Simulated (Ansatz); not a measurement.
# Si (I4/mmm) in Ansatz: a series of runs

One crystal, Si, is run at these levels: LDA; tasks: single point, equation of state.

All numbers are computed with Ansatz 0.2.0; they aren't measurements. Logs are shortened: lines on timing, memory, paths and dates and some standing lists are left out, and cuts for length are marked.

## 1. The structure

The structure is tetragonal, space group I4/mmm (No. 139). The conventional cell has a = 6.651 Å, b = 6.651 Å, c = 3.845 Å, α = 90.00°, β = 90.00°, γ = 90.00°. Around Si (site symmetry m2m) lie 4 Si at 2.34 to 2.38 Å.

This isn't the form of Si at room conditions, which is diamond.

## 2. Single point, LDA, 19.98 Å³/atom (volume scaled by 0.94)

File input.yaml:

```yaml
crystal:
  lattice:
    - [-3.2575590318, 3.2575590318, 1.8831422881]
    - [3.2575590318, -3.2575590318, 1.8831422881]
    - [3.2575590318, 3.2575590318, -1.8831422881]
  atoms:
    - { symbol: Si, position: [0.82119894, 0.17880106, 0.0] }
    - { symbol: Si, position: [0.17880106, 0.82119894, 0.0] }
    - { symbol: Si, position: [0.82119894, 0.82119894, 0.64239788] }
    - { symbol: Si, position: [0.17880106, 0.17880106, 0.35760212] }
kpoints:
  mp_grid: { grid: [8, 8, 8] }
scf:
  occupations: { method: fermi_dirac, width: 0.05 }
hamiltonian:
  xc: lda
  pseudopotentials: { kind: all_electron, lapw: { basis_error: 0.002 } }
output:
  forces: true
  stress: true
  eigenvalues: true
```

Potentials or basis: all-electron LAPW, scalar-relativistic.

Started as:

```sh
ansatz run input.yaml --threads 2 --pin off --max-ram 8192MiB --backend cpu --events-out ev --progress --plain --runs-dir out
```

Standard output:

```text
Warning: RAYON_NUM_THREADS=2 ignored (pool sized by the plan → 2); use --threads N
LAPW: plane waves up to 7.480 Å⁻¹, error target 2.0e-3 eV per atom; small_component_spin mean_spin; Si in spheres of 1.148 Å, 12 of its electrons in bands, Dirac shells [] (how accurate: hamiltonian.pseudopotentials.lapw.basis_error, Limitations)
Engine: ansatz 0.2.0, aarch64-unknown-linux-gnu
Pseudopotentials: kind: all_electron
Pseudopotential: Si, LAPW, valence charge 12, lapw/all_electron/scalar/gaussian/Si, Koelling and Harmon's equation, gaussian nucleus
Functional definition: SPW92
  exchange = slater_x
  correlation = pw_c
Crystal: 4 atoms, lattice volume = 79.933 Å³
Basis set: ecut = 213.1439440274734 eV, 557 PW (Γ), FFT grids on a1+a2, a2, a3, exchange–correlation at level 2
Bands: 29, of which v1, the nominal top of the filled ones, is band 24 counted from 1 (23 counted from 0)
Symmetry: 16 space group operations
Space group: I4/mmm (ITA 139), of the structure as read, at distance tolerance 4.3e-5 Å
k-points: 59 of 512
Non-local potential: Si, projectors of the file, none
Initial density: superposition of atomic densities (chi_scale 0.1, normalization cell)
Initial wavefunctions: plane waves of lowest kinetic energy (no species holds an atomic orbital)
Functional: x = slater, c = lda
iter 1 solved again at ethr=4.04e-3 eV; its pass at ethr=1.00e-1 eV (dr2=1.94e0 eV) is discarded
SCF iter   1: F=—  HF=-31460.865914 eV  |F-HF|=—  |Δ(HF+E_count)|=         —  Δρ=4.53e-2  dr2=1.94e0  ethr=4.04e-3  ⟨swp⟩=2.0  Hψ=12271  notcnv=0
preconditioner: auto → none  [insulator: Δε(μ)=0.526 eV  Ē_g=8.469 eV  σ=0.050 eV  W_gap=0.99  n_scr=16 (ndim 8)  ℏωp=16.6 eV  f_vac=0.000  D(μ)=0.00/eV (n_scr^D=0)  ε∞_Penn≈4.8]
SCF iter   2: F=—  HF=-31460.306208 eV  |F-HF|=—  |Δ(HF+E_count)|=   5.60e-1  Δρ=1.75e-2  dr2=2.26e-1  ethr=4.04e-3  ⟨swp⟩=3.0  Hψ=4932  notcnv=0
iter 3 solved again at ethr=2.87e-5 eV; its pass at ethr=4.71e-4 eV (dr2=1.38e-2 eV) is discarded
SCF iter   3: F=—  HF=-31460.243781 eV  |F-HF|=—  |Δ(HF+E_count)|=   6.24e-2  Δρ=3.29e-3  dr2=1.38e-2  ethr=2.87e-5  ⟨swp⟩=2.0  Hψ=8412  notcnv=0
SCF iter   4: F=—  HF=-31460.239088 eV  |F-HF|=—  |Δ(HF+E_count)|=   4.69e-3  Δρ=8.37e-4  dr2=4.14e-4  ethr=2.87e-5  ⟨swp⟩=3.0  Hψ=4984  notcnv=0
SCF iter   5: F=—  HF=-31460.238911 eV  |F-HF|=—  |Δ(HF+E_count)|=   1.77e-4  Δρ=9.54e-5  dr2=4.56e-6  ethr=8.63e-7  ⟨swp⟩=3.0  Hψ=4662  notcnv=0
SCF iter   6: F=-31460.238911 eV  HF=-31460.238911 eV  |F-HF|=6.74e-9  |Δ(HF+E_count)|=   3.80e-7  Δρ=9.84e-6  dr2=6.15e-8  ethr=9.51e-9  ⟨swp⟩=2.4  Hψ=4464  notcnv=0
SCF 1 converged in 6 iterations: F = -31460.238911 eV  dr2 = 6.15e-8
SCF converged after 6 iterations
Free energy (F): -31460.238911 eV
Harris-Foulkes:  -31460.238911 eV  (|F-HF|=6.74e-9)
Internal energy: -31460.237985 eV  (E = F + TS)
E sigma→0 (E₀):  -31460.238448 eV
Entropy (-TS):   -0.000925 eV (-0.231 meV/atom)
Fermi energy:    7.553666 eV
--- Per-component energies (eV) ---
  E_band       = -2946.172396
  E_kinetic    = 31523.977014
  E_xc         = -2161.541903
  E_electrostatic = -60822.673096  (all electrons and nuclei)
  E_smearing   = -0.000925  (= −TS)
  E_closure    = 0.000000  (closes the sum)
  E_atoms      = -31436.921595  (free atoms, spherical and without spin; not in F)
  Σ components = -31460.238911   (vs F -31460.238911, Δ=0.00e0)
  Basis errors (estimates in eV, not in F): energy 9.5e-4 per atom: plane waves 8.7e-4 (5.2e-4 summed), levels above the bands 1.8e-28, relativity 2.7e-9, radial functions 7.6e-5, core shells 1.3e-12; eigenvalues (radial functions only) 1.6e-6; not estimated: angular momenta, meshes, grids; target (lapw.basis_error) 2.0e-3; muffin-tin radii Si 1.148 Å
--- Forces (eV/Å), atoms counted from 1 ---
  atom   1  Si     0.04625283    -0.04625283     0.00000000
  atom   2  Si    -0.04625283     0.04625283    -0.00000000
  atom   3  Si    -0.04625283    -0.04625283     0.00000000
  atom   4  Si     0.04625283     0.04625283     0.00000000
  max |Σ_I F_I| component: 6.94e-18 eV/Å
--- Stress (GPa, compression-positive) ---
        3.779338       0.000000       0.000000
        0.000000       3.779338      -0.000000
        0.000000      -0.000000       3.920792
  P = ⅓ Tr σ = 3.8265 GPa (38.265 kbar)
--- Band table (eV; the first three rows and the last of 59) ---
  k-point 0: bands = ["-125.5045", "-125.4999", "-125.4964", "-125.4964", "-82.3505", "-82.3492", "-82.3470", "-82.3470", "-82.3436", "-82.3436", "-82.3316", "-82.3305", "-82.3260", "-82.3260", "-82.3183", "-82.3154", "-4.9566", "-0.4539", "1.7811", "1.7811", "3.5077", "5.9737", "5.9737", "6.9221", "8.8493", "9.1820", "9.1820", "9.7877", "9.7877"]
  k-point 1: bands = ["-125.5044", "-125.5001", "-125.4964", "-125.4962", "-82.3504", "-82.3496", "-82.3469", "-82.3464", "-82.3436", "-82.3436", "-82.3321", "-82.3307", "-82.3259", "-82.3258", "-82.3182", "-82.3155", "-4.8662", "-0.8389", "1.7936", "1.8544", "3.9900", "5.8659", "5.9504", "6.3975", "8.6673", "9.1374", "9.6690", "9.6753", "9.8762"]
  k-point 2: bands = ["-125.5040", "-125.5008", "-125.4964", "-125.4959", "-82.3504", "-82.3503", "-82.3467", "-82.3454", "-82.3437", "-82.3436", "-82.3330", "-82.3313", "-82.3257", "-82.3252", "-82.3179", "-82.3158", "-4.6011", "-1.6457", "1.8744", "2.0599", "4.8919", "5.5249", "5.6512", "5.8958", "8.2393", "9.4287", "9.5500", "9.8883", "11.1036"]
  k-point 58: bands = ["-125.5022", "-125.5022", "-125.4987", "-125.4941", "-82.3526", "-82.3483", "-82.3483", "-82.3450", "-82.3422", "-82.3393", "-82.3339", "-82.3324", "-82.3324", "-82.3204", "-82.3168", "-82.3168", "-2.6079", "-2.6079", "-1.9718", "2.1334", "4.4285", "7.3154", "7.5369", "7.5369", "7.7558", "11.0878", "11.3016", "11.5918", "12.0583"]
```

Wall time 8.7 s (2 threads of Arm Neoverse V2, shared host); peak memory 0.34 GiB.

What came out:

| Property | Result |
| --- | --- |
| Free energy | -31460.2389 eV |
| Pressure | 3.8 GPa |
| Largest force | 0.065 eV/Å |
| Band gap on the k mesh | 0.04 eV, indirect (least direct gap 0.22 eV) |

## 3. Single point, LDA, 20.41 Å³/atom (volume scaled by 0.96)

Changes to input.yaml since step 2:

```diff
@@ -2,5 +2,5 @@
   lattice:
-    - [-3.2575590318, 3.2575590318, 1.8831422881]
-    - [3.2575590318, -3.2575590318, 1.8831422881]
-    - [3.2575590318, 3.2575590318, -1.8831422881]
+    - [-3.2805003442, 3.2805003442, 1.8964042905]
+    - [3.2805003442, -3.2805003442, 1.8964042905]
+    - [3.2805003442, 3.2805003442, -1.8964042905]
   atoms:
```

Potentials or basis: all-electron LAPW, scalar-relativistic.

Started as:

```sh
ansatz run input.yaml --threads 2 --pin off --max-ram 8192MiB --backend cpu --events-out ev --progress --plain --runs-dir out
```

Run time: 8.8 s. Hardware: 2 threads of Arm Neoverse V2, shared host; peak memory 0.34 GiB.

Results (log left out):

| Item | Value |
| --- | --- |
| Free energy | -31460.2680 eV |
| Pressure | 1.7 GPa |
| Largest force | 0.034 eV/Å |
| Band gap on the k mesh | 0.11 eV, indirect (least direct gap 0.24 eV) |

## 4. Single point, LDA, 20.83 Å³/atom (volume scaled by 0.98)

Changes to input.yaml since step 3:

```diff
@@ -2,5 +2,5 @@
   lattice:
-    - [-3.2805003442, 3.2805003442, 1.8964042905]
-    - [3.2805003442, -3.2805003442, 1.8964042905]
-    - [3.2805003442, 3.2805003442, -1.8964042905]
+    - [-3.3031251995, 3.3031251995, 1.9094833541]
+    - [3.3031251995, -3.3031251995, 1.9094833541]
+    - [3.3031251995, 3.3031251995, -1.9094833541]
   atoms:
```

Started as:

```sh
ansatz run input.yaml --threads 2 --pin off --max-ram 8192MiB --backend cpu --events-out ev --progress --plain --runs-dir out
```

Run time: 8.7 s. Hardware: 2 threads of Arm Neoverse V2, shared host; peak memory 0.34 GiB.

The run converged. Its results:

```yaml
Free_energy: -31460.2758 eV
Pressure: -0.2 GPa
Largest_force: 0.004 eV/Å
Band_gap_on_the_k_mesh: 0.15 eV, indirect (least direct gap 0.27 eV)
```

## 5. Single point, LDA, 21.26 Å³/atom

Changes to input.yaml since step 4:

```diff
@@ -2,5 +2,5 @@
   lattice:
-    - [-3.3031251995, 3.3031251995, 1.9094833541]
-    - [3.3031251995, -3.3031251995, 1.9094833541]
-    - [3.3031251995, 3.3031251995, -1.9094833541]
+    - [-3.32544429, 3.32544429, 1.92238566]
+    - [3.32544429, -3.32544429, 1.92238566]
+    - [3.32544429, 3.32544429, -1.92238566]
   atoms:
```

Started as:

```sh
ansatz run input.yaml --threads 2 --pin off --max-ram 8192MiB --backend cpu --events-out ev --progress --plain --runs-dir out
```

Run time: 8.6 s. Hardware: 2 threads of Arm Neoverse V2, shared host; peak memory 0.34 GiB.

The run converged. Its results:

```
Free energy            : -31460.2647 eV
Pressure               : -1.9 GPa
Largest force          : 0.025 eV/Å
Band gap on the k mesh : 0.15 eV, indirect (least direct gap 0.29 eV)
```

## 6. Single point, LDA, 21.68 Å³/atom (volume scaled by 1.02)

Changes to input.yaml since step 5:

```diff
@@ -2,5 +2,5 @@
   lattice:
-    - [-3.32544429, 3.32544429, 1.92238566]
-    - [3.32544429, -3.32544429, 1.92238566]
-    - [3.32544429, 3.32544429, -1.92238566]
+    - [-3.3474677417, 3.3474677417, 1.9351170619]
+    - [3.3474677417, -3.3474677417, 1.9351170619]
+    - [3.3474677417, 3.3474677417, -1.9351170619]
   atoms:
```

Potentials or basis: all-electron LAPW, scalar-relativistic.

Started as:

```sh
ansatz run input.yaml --threads 2 --pin off --max-ram 8192MiB --backend cpu --events-out ev --progress --plain --runs-dir out
```

It took 8.7 s on 2 threads of Arm Neoverse V2, shared host; peak memory 0.34 GiB.

It converged, with:

* Free energy: -31460.2363 eV
* Pressure: -3.4 GPa
* Largest force: 0.051 eV/Å
* Band gap on the k mesh: 0.15 eV, indirect (least direct gap 0.31 eV)

## 7. Single point, LDA, 22.11 Å³/atom (volume scaled by 1.04)

Changes to input.yaml since step 6:

```diff
@@ -2,5 +2,5 @@
   lattice:
-    - [-3.3474677417, 3.3474677417, 1.9351170619]
-    - [3.3474677417, -3.3474677417, 1.9351170619]
-    - [3.3474677417, 3.3474677417, -1.9351170619]
+    - [-3.3692051543, 3.3692051543, 1.9476831092]
+    - [3.3692051543, -3.3692051543, 1.9476831092]
+    - [3.3692051543, 3.3692051543, -1.9476831092]
   atoms:
```

Started as:

```sh
ansatz run input.yaml --threads 2 --pin off --max-ram 8192MiB --backend cpu --events-out ev --progress --plain --runs-dir out
```

Run time: 8.7 s. Hardware: 2 threads of Arm Neoverse V2, shared host; peak memory 0.34 GiB.

The run converged. Its results:

```
Free energy            : -31460.1925 eV
Pressure               : -4.8 GPa
Largest force          : 0.076 eV/Å
Band gap on the k mesh : 0.15 eV, indirect (least direct gap 0.32 eV)
```

## 8. Single point, LDA, 22.53 Å³/atom (volume scaled by 1.06)

Changes to input.yaml since step 7:

```diff
@@ -2,5 +2,5 @@
   lattice:
-    - [-3.3692051543, 3.3692051543, 1.9476831092]
-    - [3.3692051543, -3.3692051543, 1.9476831092]
-    - [3.3692051543, 3.3692051543, -1.9476831092]
+    - [-3.3906656383, 3.3906656383, 1.9600890686]
+    - [3.3906656383, -3.3906656383, 1.9600890686]
+    - [3.3906656383, 3.3906656383, -1.9600890686]
   atoms:
```

Started as:

```sh
ansatz run input.yaml --threads 2 --pin off --max-ram 8192MiB --backend cpu --events-out ev --progress --plain --runs-dir out
```

Wall time 8.5 s (2 threads of Arm Neoverse V2, shared host); peak memory 0.34 GiB.

The run converged. Its results:

| Quantity | Value |
| --- | --- |
| Free energy | -31460.1349 eV |
| Pressure | -6.0 GPa |
| Largest force | 0.099 eV/Å |
| Band gap on the k mesh | 0.14 eV, indirect (least direct gap 0.34 eV) |

## 9. Equation of state, LDA

Potentials or basis: all-electron LAPW, scalar-relativistic.

This step only gathers the single runs of the series.

Results:

| Quantity | Value |
| --- | --- |
| Equilibrium volume | 20.79 Å³/atom |
| Bulk modulus at fixed shape and positions | 89 GPa |
| Pressure derivative of the bulk modulus | 4.2 |

Energy against volume, from the lowest point:
| volume (Å³/atom) | energy (meV/atom) |
| --- | --- |
| 19.983 | 9.23 |
| 20.409 | 1.96 |
| 20.834 | 0.00 |
| 21.259 | 2.80 |
| 21.684 | 9.89 |
| 22.109 | 20.84 |
| 22.534 | 35.23 |

Caveat: the cell was scaled at fixed shape and fractional positions, which overstates the stiffness of a crystal with free parameters, most of all of layers and chains.
